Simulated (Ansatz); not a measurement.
**AlGa$_{3}$N$_{4}$ (Pm), random displacements**

Computed with Ansatz, DFT PBEsol, scalar-relativistic, plane waves, PAW. Settings: plane waves to 420 eV, k-mesh 6×8×6 (Γ-centred), Gaussian smearing 0.05 eV. No spin polarisation. Energies are free energies at this smearing, counted from the undisturbed cell; pressure is positive in compression.

The undisturbed cell (relaxed at this level; it needn't be the usual structure):

```
Al Ga N
1.0
     5.14235    0.00000    0.00012
     0.00000    3.16498    0.00000
    -0.00359    0.00000    5.47849
Al Ga N
1 3 4
Direct
  0.00060 0.50000 0.66736
  0.49912 0.50000 0.33492
  0.49903 0.00000 0.83156
  0.99986 0.00000 0.16618
  0.11967 0.50000 0.34010
  0.11765 0.00000 0.82638
  0.62044 0.00000 0.16622
  0.63123 0.50000 0.66730
```

The atoms are displaced (Å, in the unstrained cell):

```
atom ux uy uz
 Al1   0.092   0.033   0.001
 Ga2  -0.050   0.043   0.051
 Ga3  -0.004   0.038   0.206
 Ga4  -0.007  -0.039  -0.141
  N5  -0.083   0.108  -0.126
  N6   0.024   0.043  -0.028
  N7   0.035  -0.140   0.005
  N8  -0.008  -0.085   0.033
```

Strain (Voigt, engineering shear): (0.0374, 0.1268, -0.0144, 0.0225, -0.1649, -0.0300).

(1) What are the energy change, the stress and the forces?

## Answers

(1) ΔE = 423.4 meV/atom; stress (xx, yy, zz, yz, xz, xy; compression positive) (-12.07, -26.73, 7.66, -3.62, 17.15, -2.13) GPa; gap on the mesh 0.89 eV.
```
atom Fx (eV/Å) Fy Fz
 Al1      -1.18  -0.12  -0.72
 Ga2      -0.36   0.13  -1.01
 Ga3      -1.61   0.90  -7.00
 Ga4      -0.48   0.79   1.00
  N5       0.97  -1.39   0.74
  N6      -0.13  -0.09  -0.70
  N7       1.82  -0.16   5.81
  N8       0.97  -0.07   1.88
```

Cost: 1 run of about 1.8 core-minutes, on Intel Xeon Processor @ 2.50GHz (Skylake/Cascade Lake) (shared hosts).